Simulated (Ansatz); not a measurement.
# Cr: single point with PBE

Crystal: Cr.

```
CELL_PARAMETERS angstrom
2.71400 0.00000 0.00000
-1.35700 2.35039 0.00000
0.00000 0.00000 4.41000
ATOMIC_POSITIONS crystal
Cr 0.66667 0.33333 0.75000
Cr 0.33333 0.66667 0.25000
```

This isn't the form of Cr at room conditions, which is bcc.

```json
{
 "Program": "Ansatz 0.2.0",
 "Task": "single point",
 "Functional": "PBE",
 "Potentials or basis": "Ansatz PAW",
 "Cutoff": "420 eV (not typed: the program's choice for these potentials)",
 "k mesh": "11 × 11 × 6",
 "Occupations": "gaussian, width 0.019 eV",
 "Spin": "collinear spin, ferromagnetic start",
 "Starting moments": "[3.0, 3.0] μB"
}
```

```
Pressure               : -25.6 GPa
Band gap on the k mesh : none (metal or under the smearing width)
Net moment             : 1.74 μB per cell
Absolute moment        : 1.75 μB per cell
Site moments           : Cr +0.80 μB
```

Stress tensor (GPa, compression positive):
```
-26.88   0.00   0.00
  0.00 -26.88   0.00
  0.00   0.00 -22.96
```

Levels at points of the mesh, in eV from the Fermi level:
Spin up:
```tsv
k point	band 13	band 14	band 15	band 16	band 17	band 18
(0.00, 0.00, 0.00)	-0.63	-0.31	-0.31	0.16	0.16	0.37
(0.00, 0.00, -0.50)	-0.74	-0.74	-0.74	-0.74	1.05	1.05
```
Spin down:
```
            k point  band 9  band 10  band 11  band 12  band 13  band 14  band 15  band 16  band 17  band 18
 (0.00, 0.00, 0.00)   -6.88    -3.12    -0.01     0.07     0.07     0.46     0.46     0.62     0.95     0.95
(0.00, 0.00, -0.50)   -4.90    -4.90    -0.58    -0.58     0.02     0.02     0.02     0.02     1.87     1.87
```

It took 30 s on 2 threads of Intel(R) Xeon(R) Processor @ 2.50GHz (Skylake/Cascade Lake), with other jobs on the host, peak memory 0.52 GiB.

Caveat: so large a pressure means that the cell lies far from this level's equilibrium, or that cutoff or potentials fall short.
